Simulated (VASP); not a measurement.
Here is a VASP 6.6.1 calculation.

Contents of INCAR:

```
SYSTEM = Fe
ALGO = Normal ; AMIX = 0.2
AMIX_MAG = 0.8 ; BMIX = 1E-4
BMIX_MAG = 1E-4 ; DIPOL = 0.5 0.5 0.500
EDIFF = 1E-7 ; ENCUT = 520
GGA = PE ; ICORELEVEL = 1
IDIPOL = 3 ; ISIF = 2
ISMEAR = 1 ; ISPIN = 2
LASPH = .TRUE. ; LCHARG = .FALSE.
LDIPOL = .TRUE. ; LMAXMIX = 4
LORBIT = 11 ; LREAL = .FALSE.
LUSENCCL = .FALSE. ; LVACPOTAV = .TRUE.
LVHAR = .TRUE. ; LWAVE = .FALSE.
MAGMOM = 2.4 2.4 2.4 2.4 2.4 2.4 2.4 2.4 2.4 2.4 ; NELM = 150
PREC = Accurate ; SIGMA = 0.1
```

File KPOINTS:

```
k-points
0
G
  14 14 1
  0 0 0
```

POSCAR

```
Fe
1.0
    2.8292640000      0.0000000000      0.0000000000
    0.0000000000      2.8292640000      0.0000000000
    0.0000000000      0.0000000000     27.7316880000
Fe
10
Direct
    0.5000000000      0.5000000000      0.2704487400
    0.0000000000      0.0000000000      0.3214601300
    0.5000000000      0.5000000000      0.3724715200
    0.0000000000      0.0000000000      0.4234829100
    0.5000000000      0.5000000000      0.4744943000
    0.0000000000      0.0000000000      0.5255057000
    0.5000000000      0.5000000000      0.5765170900
    0.0000000000      0.0000000000      0.6275284800
    0.5000000000      0.5000000000      0.6785398700
    0.0000000000      0.0000000000      0.7295512600
```

Potentials or basis: VASP PAW PBE potentials, release 64 (Fe).

Launch:

```sh
$ cat potpaw_PBE.64/Fe/POTCAR > POTCAR
$ mpirun -np 1 vasp_std > vasp.out
```

**Question.** Estimate the work function of the upper face.

**Answer.** 3.90 eV.

**Question.** What does it give for the work function of the lower face?

**Answer.** 3.90 eV.

**Question.** What does it give for the net moment?

**Answer.** 24.20 μB per cell.

**Question.** Estimate the site moments.

**Answer.** Fe +2.95, +2.31, +2.32, +2.18 μB.

Forces in eV/Å, atoms in the order of the input:
```
Fe   0.000  0.000  0.067
Fe   0.000  0.000 -0.356
Fe   0.000  0.000  0.175
Fe   0.000  0.000  0.138
Fe   0.000  0.000 -0.064
Fe   0.000  0.000  0.064
Fe   0.000  0.000 -0.138
Fe   0.000  0.000 -0.175
Fe   0.000  0.000  0.356
Fe   0.000  0.000 -0.067
```
